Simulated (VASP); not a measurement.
# HfN (F-43m) in VASP: a series of runs

One crystal, HfN, is run at these levels: AM05+D4, r2SCAN; tasks: elastic constants, equation of state.

Everything below comes from runs of VASP 6.6.1. Logs are shortened: lines on timing, memory, paths and dates and some standing lists are left out, and cuts for length are marked.

### Step 1. The crystal as given

It takes space group F-43m (No. 216, cubic). The conventional cell has a = 4.910 Å, b = 4.910 Å, c = 4.910 Å, α = 90.00°, β = 90.00°, γ = 90.00°. Hf (site symmetry -43m) has 4 N at 2.13 Å as nearest neighbours. Around N (site symmetry -43m) lie 4 Hf at 2.13 Å.

The cell comes from a database or a generator and needn't be the stable form of this composition.

### Step 2. Elastic constants, AM05+D4

Contents of POSCAR:

```
HfN
3.4716
    0.000000000000      0.707115451089      0.707115451089
    0.707115451089      0.000000000000      0.707115451089
    0.707115451089      0.707115451089      0.000000000000
Hf N
1 1
Direct
    0.0000000000      0.0000000000      0.0000000000
    0.2500000000      0.2500000000      0.2500000000
```

Contents of INCAR.step1:

```
  PREC = Accurate
  ENCUT = 600
  EDIFF = 1E-8
  ISMEAR = -5
  SIGMA = 0.05
  LREAL = False
  LASPH = True
  NELM = 100
  ALGO = Normal
  ISIF = 3
  LWAVE = False
  LCHARG = False
  GGA = AM
  IVDW = 13
  IBRION = 2
  NSW = 40
  EDIFFG = -0.002
```

Contents of INCAR.step2:

```
  PREC = Accurate
  ENCUT = 600
  EDIFF = 1E-8
  ISMEAR = -5
  SIGMA = 0.05
  LREAL = False
  LASPH = True
  NELM = 100
  ALGO = Normal
  ISIF = 3
  LWAVE = False
  LCHARG = False
  GGA = AM
  IVDW = 13
  IBRION = 6
  NFREE = 2
  POTIM = 0.015
  NSW = 1
```

Contents of KPOINTS:

```
Automatic mesh
0
Gamma
  7 7 7
```

Potentials or basis: VASP PAW PBE potentials, release 64 (Hf_pv, N).

Started as:

```console
$ cat potpaw_PBE.64/Hf_pv/POTCAR potpaw_PBE.64/N/POTCAR > POTCAR
$ cp INCAR.step1 INCAR
$ mpirun -np 1 vasp_std > vasp.out
$ cp CONTCAR POSCAR
$ cp INCAR.step2 INCAR
$ mpirun -np 1 vasp_std > vasp.out
```

OUTCAR:

```text
PREC = Accurate
   ENCUT = 600
   EDIFF = 1E-8
   ISMEAR = -5
   LREAL = False
   LASPH = True
   NELM = 100
   ISIF = 3
   GGA = AM
   IVDW = 13
   IBRION = 6
   NFREE = 2
   POTIM = 0.015
   NSW = 1

 ion  position               nearest neighbor table
   1  0.000  0.000  0.000-   2 2.10   2 2.10   2 2.10   2 2.10
   2  0.250  0.250  0.250-   1 2.10   1 2.10   1 2.10   1 2.10

  LATTYP: Found a face centered cubic cell.
 ALAT       =     4.8418133431

  Lattice vectors:

 A1 = (   0.0000000000,   2.4209066716,   2.4209066716)
 A2 = (   2.4209066716,   0.0000000000,   2.4209066716)
 A3 = (   2.4209066716,   2.4209066716,   0.0000000000)

Analysis of symmetry for initial positions (statically):
=====================================================================
 Subroutine PRICEL returns:
 Original cell was already a primitive cell.

 Routine SETGRP: Setting up the symmetry group for a
 face centered cubic supercell.

 Subroutine GETGRP returns: Found 24 space group operations
 (whereof 24 operations were pure point group operations)
 out of a pool of 48 trial point group operations.

The static configuration has the point symmetry T_d .

Analysis of symmetry for dynamics (positions and initial velocities):
=====================================================================
 Subroutine PRICEL returns:
 Original cell was already a primitive cell.

 Routine SETGRP: Setting up the symmetry group for a
 face centered cubic supercell.

 Subroutine GETGRP returns: Found 24 space group operations
 (whereof 24 operations were pure point group operations)
 out of a pool of 48 trial point group operations.

The dynamic configuration has the point symmetry T_d .

 Subroutine INISYM returns: Found 24 space group operations
 (whereof 24 operations are pure point group operations),
 and found     1 'primitive' translations

[... 362 lines left out ...]
  band No.  band energies     occupation
      1     -25.0041      2.00000
      2     -25.0017      2.00000
      3     -24.9996      2.00000
      4     -10.3192      2.00000
      5       0.2847      2.00000
      6       0.3054      2.00000
      7       0.3284      2.00000
      8       5.3506      1.61862
      9       8.2634      0.00000
     10       8.2637      0.00000
     11      12.8239      0.00000
[... 309 lines left out ...]
 k-point    24 :       0.0000    0.1429    0.1429
  band No.  band energies     occupation
      1     -25.1143      2.00000
      2     -25.0398      2.00000
      3     -25.0352      2.00000
      4      -9.9779      2.00000
      5      -0.3073      2.00000
      6       0.5786      2.00000
      7       0.6201      2.00000
      8       6.5863     -0.02866
      9       7.2355      0.00000
     10       8.5615      0.00000
     11      12.8563      0.00000

 [... further k-points ...]

------------------------ aborting loop because EDIFF is reached ----------------------------------------

  DFT-D4 for vdW energy calculation

  Edisp (eV):   -0.27646
[... 25 lines left out ...]
  FREE ENERGIE OF THE ION-ELECTRON SYSTEM (eV)
  ---------------------------------------------------
  free  energy   TOTEN  =       -22.0482838788 eV

  energy  without entropy=      -22.0482838788  energy(sigma->0) =      -22.04828388

 INTERNAL STRAIN TENSORS FROM STRAINED CELLS
 ============================================

 INTERNAL STRAIN TENSOR FOR ION    1 for displacements in x,y,z  (eV/Angst):
          X           Y           Z          XY          YZ          ZX
  --------------------------------------------------------------------------------
  x    -0.00000    -0.00000    -0.00000     0.00000    12.03141     0.00000
  y    -0.00000     0.00000    -0.00000     0.00000    -0.00000    12.03142
  z    -0.00000     0.00000    -0.00000    12.03121    -0.00000     0.00000

 INTERNAL STRAIN TENSORS FROM DISPLACED ATOMS
 ============================================

 INTERNAL STRAIN TENSOR FOR ION    1 for displacements in x,y,z  (eV/Angst):
          X           Y           Z          XY          YZ          ZX
  --------------------------------------------------------------------------------
  x     0.00000     0.00000     0.00000     0.00000    12.39932     0.00000
  y     0.00000     0.00000     0.00000     0.00000     0.00000    12.39932
  z     0.00000     0.00000     0.00000    12.39932     0.00000     0.00000

 INTERNAL STRAIN TENSOR FOR ION    2 for displacements in x,y,z  (eV/Angst):
          X           Y           Z          XY          YZ          ZX
  --------------------------------------------------------------------------------
  x     0.00000     0.00000     0.00000     0.00000   -12.39977     0.00000
  y     0.00000    -0.00000     0.00000     0.00000     0.00000   -12.39977
  z     0.00000     0.00000     0.00000   -12.39977     0.00000     0.00000

 Eigenvectors and eigenvalues of the dynamical matrix
 ----------------------------------------------------

   1 f  =   15.537508 THz    97.625042 2PiTHz  518.275478 cm-1    64.257941 meV
             X         Y         Z           dx          dy          dz
      0.000000  0.000000  0.000000     0.269657   -0.000000    0.000000
      1.210453  1.210453  1.210453    -0.962956   -0.000000    0.000000
[... 21 lines left out ...]
   6 f/i=    0.000621 THz     0.003901 2PiTHz    0.020710 cm-1     0.002568 meV
             X         Y         Z           dx          dy          dz
      0.000000  0.000000  0.000000     0.043674   -0.341108    0.899457
      1.210453  1.210453  1.210453     0.012230   -0.095521    0.251876

--------------------------------------------------------------------------------------------------------

 ELASTIC MODULI CONTR FROM IONIC RELAXATION (kBar)
 Direction    XX          YY          ZZ          XY          YZ          ZX
 --------------------------------------------------------------------------------
 XX          -0.0000     -0.0000     -0.0000      0.0000      0.0000      0.0000
 YY          -0.0000     -0.0000     -0.0000      0.0000      0.0000     -0.0000
 ZZ          -0.0000     -0.0000     -0.0000      0.0000      0.0000      0.0000
 XY           0.0000      0.0000      0.0000   -677.0038      0.0000     -0.0000
 YZ           0.0000      0.0000      0.0000      0.0000   -677.0038      0.0000
 ZX           0.0000     -0.0000      0.0000     -0.0000      0.0000   -677.0038
 --------------------------------------------------------------------------------

 TOTAL ELASTIC MODULI (kBar)
 Direction    XX          YY          ZZ          XY          YZ          ZX
 --------------------------------------------------------------------------------
 XX        3122.3241   1612.1428   1612.1428      0.0000     -0.0000     -0.0000
 YY        1612.1428   3122.3241   1612.1428     -0.0000      0.0000      0.0000
 ZZ        1612.1428   1612.1428   3122.3241     -0.0000      0.0000      0.0000
 XY           0.0000     -0.0000     -0.0000    927.5950      0.0000     -0.0000
 YZ          -0.0000      0.0000      0.0000      0.0000    927.5950      0.0000
 ZX          -0.0000      0.0000      0.0000     -0.0000      0.0000    927.5950
 --------------------------------------------------------------------------------
```

OSZICAR.step1:

```text
N       E                     dE             d eps       ncg     rms          rms(c)
DAV:   1     0.492483574154E+02    0.49248E+02   -0.87464E+03   440   0.139E+03
DAV:   2    -0.217463649881E+02   -0.70995E+02   -0.67427E+02   616   0.278E+02
DAV:   3    -0.249777943676E+02   -0.32314E+01   -0.32108E+01   548   0.515E+01
[... 51 lines left out ...]
DAV:   5    -0.217742963385E+02   -0.57502E-06   -0.28268E-07   515   0.450E-03    0.293E-03
DAV:   6    -0.217742961108E+02    0.22772E-06   -0.21084E-08   428   0.143E-03    0.653E-04
DAV:   7    -0.217742960931E+02    0.17653E-07   -0.24738E-09   241   0.506E-04    0.301E-04
DAV:   8    -0.217742961116E+02   -0.18510E-07   -0.29050E-10   235   0.193E-04    0.556E-05
DAV:   9    -0.217742961187E+02   -0.70440E-08   -0.49381E-11   229   0.675E-05
   4 F= -.22050750E+02 E0= -.22050750E+02  d E =-.313827E-01
```

Wall time 5 min (1 thread of Intel Xeon Platinum 8488C (Sapphire Rapids), shared host); peak memory 0.23 GiB.

Results:

```yaml
Relaxed_volume: 14.19 Å³/atom
Relaxed_cell: a = 3.424 Å, b = 3.424 Å, c = 3.424 Å, α = 60.00°, β = 60.00°, γ = 60.00°
Space_group_after_relaxing_to_0.05_Å: F-43m (No. 216)
Elastic_constants_C11_C12_C44: 312, 161, 93 GPa
Voigt_bulk_modulus: 212 GPa
Highest_phonon_frequency_at_Γ_LO-TO_splitting_left_out: 518 cm⁻¹
Dispersion_energy_per_atom: -0.138 eV
```

Step by step:
| step | energy change (eV) | largest force (eV/Å) | pressure (GPa) | volume (Å³) |
| --- | --- | --- | --- | --- |
| 1 | 0.0000 | 0.0000 | -8.12 | 29.59 |
| 2 | 0.0622 | 0.0000 | 16.76 | 26.49 |
| 3 | -0.0314 | 0.0000 | -0.25 | 28.41 |
| 4 | -0.0314 | 0.0000 | -0.02 | 28.38 |

Final structure:
```cif
data_structure
_symmetry_space_group_name_H-M 'P 1'
_symmetry_Int_Tables_number 1
_cell_length_a 3.4237
_cell_length_b 3.4237
_cell_length_c 3.4237
_cell_angle_alpha 60.000
_cell_angle_beta 60.000
_cell_angle_gamma 60.000
_cell_volume 28.38
loop_
_atom_site_label
_atom_site_type_symbol
_atom_site_fract_x
_atom_site_fract_y
_atom_site_fract_z
_atom_site_occupancy
Hf1 Hf 0.00000 0.00000 0.00000 1
N1 N 0.25000 0.25000 0.25000 1
```

Phonon frequencies in cm⁻¹ (negative: imaginary):
| q point | frequencies |
| --- | --- |
| (0.000, 0.000, 0.000) | 0 0 0 518 518 518 |

Elastic tensor in Voigt notation (GPa, in the Cartesian axes of the cell as first typed):
```
312 161 161   0   0   0
161 312 161   0   0   0
161 161 312   0   0   0
  0   0   0  93   0   0
  0   0   0   0  93   0
  0   0   0   0   0  93
```

Clamped-ion elastic tensor (GPa):
```
312 161 161   0   0   0
161 312 161   0   0   0
161 161 312   0   0   0
  0   0   0 160   0   0
  0   0   0   0 160   0
  0   0   0   0   0 160
```

Caveat: the PAW data sets were made with another functional, which shifts forces and pressure a little.

### Step 3. Equation of state, r2SCAN, 13.95 Å³/atom (a relaxed cell with its volume scaled by 0.96)

Contents of INCAR:

```
PREC     = Accurate       # precision mode
ENCUT    = 520            # plane-wave cutoff, eV
EDIFF    = 1E-6           # SCF threshold, eV
ISMEAR   = -1             # smearing method
SIGMA    = 0.05           # smearing width, eV
LREAL    = False          # projectors in reciprocal space
LASPH    = True           # aspherical terms in the spheres
NELM     = 100            # most SCF steps
ALGO     = Normal         # electronic algorithm
ISIF     = 2              # what is computed and relaxed
LWAVE    = False          # write WAVECAR
LCHARG   = False          # write CHGCAR
METAGGA  = R2SCAN         # meta-GGA
LMIXTAU  = True
```

Contents of KPOINTS:

```
Automatic mesh
0
Gamma
  8 8 8
```

Contents of POSCAR:

```
HfN                                     
1.0
    0.0000000000      2.4071798407      2.4071798407
    2.4071798407      0.0000000000      2.4071798407
    2.4071798407      2.4071798407     -0.0000000000
  Hf              N             
     1     1
Direct
     0.0000000000000000    0.0000000000000000    0.0000000000000000
     0.2500000000000000    0.2500000000000000    0.2500000000000000
```

Potentials or basis: VASP PAW PBE potentials, release 64 (Hf_pv, N).

Started as:

```console
$ cat potpaw_PBE.64/Hf_pv/POTCAR potpaw_PBE.64/N/POTCAR > POTCAR
$ mpirun -np 1 vasp_std > vasp.out
```

OUTCAR:

```text
PREC = Accurate
   ENCUT = 520
   EDIFF = 1E-6
   ISMEAR = -1
   LREAL = False
   LASPH = True
   NELM = 100
   ISIF = 2
   METAGGA = R2SCAN

 ion  position               nearest neighbor table
   1  0.000  0.000  0.000-   2 2.08   2 2.08   2 2.08   2 2.08
   2  0.250  0.250  0.250-   1 2.08   1 2.08   1 2.08   1 2.08

  LATTYP: Found a face centered cubic cell.
 ALAT       =     4.8143596814

  Lattice vectors:

 A1 = (   0.0000000000,   2.4071798407,   2.4071798407)
 A2 = (   2.4071798407,   0.0000000000,   2.4071798407)
[... 513 lines left out ...]
      6       0.4718      2.00000
      7       1.4510      2.00000
      8       6.1661      1.52802
      9       8.4584      0.00000
     10       9.5937      0.00000
     11      12.6794      0.00000

 [... further k-points ...]
[... 5 lines left out ...]
  --------------------------------------------------------------------------------------
  -------------------------------------------------------------------------------------
  Total        1.6194525      1.6194525      1.6194525      0.0000000      0.0000000      0.0000000
  in kB       93.0086159     93.0086159     93.0086159      0.0000000      0.0000000      0.0000000
  external PRESSURE =      93.0086159 kB  Pullay stress =       0.0000000 kB

 VOLUME and BASIS-vectors are now :
 -----------------------------------------------------------------------------
  energy-cutoff  :      520.00
  volume of cell :       27.90
      direct lattice vectors                 reciprocal lattice vectors
     0.000000000  2.407179841  2.407179841    -0.207711942  0.207711942  0.207711942
     2.407179841  0.000000000  2.407179841     0.207711942 -0.207711942  0.207711942
     2.407179841  2.407179841  0.000000000     0.207711942  0.207711942 -0.207711942

 POSITION                                       TOTAL-FORCE (eV/Angst)
 -----------------------------------------------------------------------------------
      0.00000      0.00000      0.00000         0.000000      0.000000      0.000000
      1.20359      1.20359      1.20359        -0.000000     -0.000000     -0.000000
 -----------------------------------------------------------------------------------
    total drift:                                0.000000      0.000000      0.000000

  FREE ENERGIE OF THE ION-ELECTRON SYSTEM (eV)
  ---------------------------------------------------
  free  energy   TOTEN  =       -57.6912607800 eV

  energy  without entropy=      -57.6882568956  energy(sigma->0) =      -57.68975884
```

Run time: 97 s. Hardware: 1 thread of Intel Xeon Platinum 8259CL at 2.50GHz (Skylake/Cascade Lake), shared host; peak memory 0.17 GiB.

Results:

- Free energy: -57.6913 eV
- Pressure: 9.3 GPa
- Band gap on the k mesh: none (metal or under the smearing width)

Caveat: the PAW data sets were made with another functional, which shifts forces and pressure a little.

### Step 4. Equation of state, r2SCAN, 14.24 Å³/atom (a relaxed cell with its volume scaled by 0.98)

INCAR is that of step 3.

KPOINTS is that of step 3.

Contents of POSCAR:

```
HfN                                     
1.0
    0.0000000000      2.4237816056      2.4237816056
    2.4237816056      0.0000000000      2.4237816056
    2.4237816056      2.4237816056     -0.0000000000
  Hf              N             
     1     1
Direct
     0.0000000000000000    0.0000000000000000    0.0000000000000000
     0.2500000000000000    0.2500000000000000    0.2500000000000000
```

Started as:

```console
$ cat potpaw_PBE.64/Hf_pv/POTCAR potpaw_PBE.64/N/POTCAR > POTCAR
$ mpirun -np 1 vasp_std > vasp.out
```

Run time: 87 s. Hardware: 1 thread of Intel Xeon Platinum 8259CL at 2.50GHz (Skylake/Cascade Lake), shared host; peak memory 0.17 GiB.

Results (log left out):

| Property | Result |
| --- | --- |
| Free energy | -57.7164 eV |
| Pressure | 4.4 GPa |
| Band gap on the k mesh | none (metal or under the smearing width) |

Caveat: the PAW data sets were made with another functional, which shifts forces and pressure a little.

### Step 5. Equation of state, r2SCAN, 14.53 Å³/atom

INCAR is that of step 4.

KPOINTS is that of step 4.

Contents of POSCAR:

```
HfN                                     
1.0
    0.0000000000      2.4401590051      2.4401590051
    2.4401590051      0.0000000000      2.4401590051
    2.4401590051      2.4401590051     -0.0000000000
  Hf              N             
     1     1
Direct
     0.0000000000000000    0.0000000000000000    0.0000000000000000
     0.2500000000000000    0.2500000000000000    0.2500000000000000
```

Started as:

```console
$ cat potpaw_PBE.64/Hf_pv/POTCAR potpaw_PBE.64/N/POTCAR > POTCAR
$ mpirun -np 1 vasp_std > vasp.out
```

It took 80 s on 1 thread of Intel Xeon Platinum 8259CL at 2.50GHz (Skylake/Cascade Lake), shared host; peak memory 0.17 GiB.

The run converged. Its results:

| Property | Result |
| --- | --- |
| Free energy | -57.7246 eV |
| Pressure | -0.1 GPa |
| Band gap on the k mesh | none (metal or under the smearing width) |

Caveat: the PAW data sets were made with another functional, which shifts forces and pressure a little.

### Step 6. Equation of state, r2SCAN, 14.82 Å³/atom (a relaxed cell with its volume scaled by 1.02)

INCAR is that of step 5.

KPOINTS is that of step 5.

Contents of POSCAR:

```
HfN                                     
1.0
    0.0000000000      2.4563194695      2.4563194695
    2.4563194695      0.0000000000      2.4563194695
    2.4563194695      2.4563194695     -0.0000000000
  Hf              N             
     1     1
Direct
     0.0000000000000000    0.0000000000000000    0.0000000000000000
     0.2500000000000000    0.2500000000000000    0.2500000000000000
```

Potentials or basis: VASP PAW PBE potentials, release 64 (Hf_pv, N).

Started as:

```console
$ cat potpaw_PBE.64/Hf_pv/POTCAR potpaw_PBE.64/N/POTCAR > POTCAR
$ mpirun -np 1 vasp_std > vasp.out
```

It took 68 s on 1 thread of Intel Xeon Platinum 8259CL at 2.50GHz (Skylake/Cascade Lake), shared host; peak memory 0.17 GiB.

The run converged. Its results:

* Free energy: -57.7175 eV
* Pressure: -3.8 GPa
* Band gap on the k mesh: none (metal or under the smearing width)

Caveat: the PAW data sets were made with another functional, which shifts forces and pressure a little.

### Step 7. Equation of state, r2SCAN, 15.11 Å³/atom (a relaxed cell with its volume scaled by 1.04)

INCAR is that of step 6.

KPOINTS is that of step 6.

Contents of POSCAR:

```
HfN                                     
1.0
    0.0000000000      2.4722700429      2.4722700429
    2.4722700429      0.0000000000      2.4722700429
    2.4722700429      2.4722700429     -0.0000000000
  Hf              N             
     1     1
Direct
     0.0000000000000000    0.0000000000000000    0.0000000000000000
     0.2500000000000000    0.2500000000000000    0.2500000000000000
```

Started as:

```console
$ cat potpaw_PBE.64/Hf_pv/POTCAR potpaw_PBE.64/N/POTCAR > POTCAR
$ mpirun -np 1 vasp_std > vasp.out
```

Wall time 74 s (1 thread of Intel Xeon Platinum 8259CL at 2.50GHz (Skylake/Cascade Lake), shared host); peak memory 0.17 GiB.

It converged, with:

* Free energy: -57.6964 eV
* Pressure: -7.4 GPa
* Band gap on the k mesh: none (metal or under the smearing width)

Caveat: the PAW data sets were made with another functional, which shifts forces and pressure a little.

### Step 8. Equation of state, r2SCAN

This run uses another cell than the first one, of 14.53 Å³/atom, 0.982 times its volume.

Potentials or basis: VASP PAW PBE potentials, release 64 (Hf_pv, N).

No new run: the results of the series are fitted here.

What came out:

```yaml
Equilibrium_volume: 14.53 Å³/atom
Bulk_modulus: 211 GPa
Pressure_derivative_of_the_bulk_modulus: "3.9 (rough: it moves with the points fitted)"
```

Energy against volume, from the lowest point:
```
volume (Å³/atom)  energy (meV/atom)
          13.948              16.66
          14.239               4.09
          14.530               0.00
          14.820               3.56
          15.111              14.11
```

Caveat: the PAW data sets were made with another functional, which shifts forces and pressure a little. The run has no spin-orbit coupling, so splittings on Hf are missing.

### Step 9. For comparison

An earlier run on the cell as given: functional PBEsol; potentials or basis VASP PAW PBE potentials, release 64 (Hf_pv, N); cutoff 520 eV; k mesh 9 × 9 × 9; occupations fermi-dirac, width 0.05 eV; no spin polarisation.

- Pressure: -5.9 GPa
- Band gap on the k mesh: none (metal or under the smearing width)
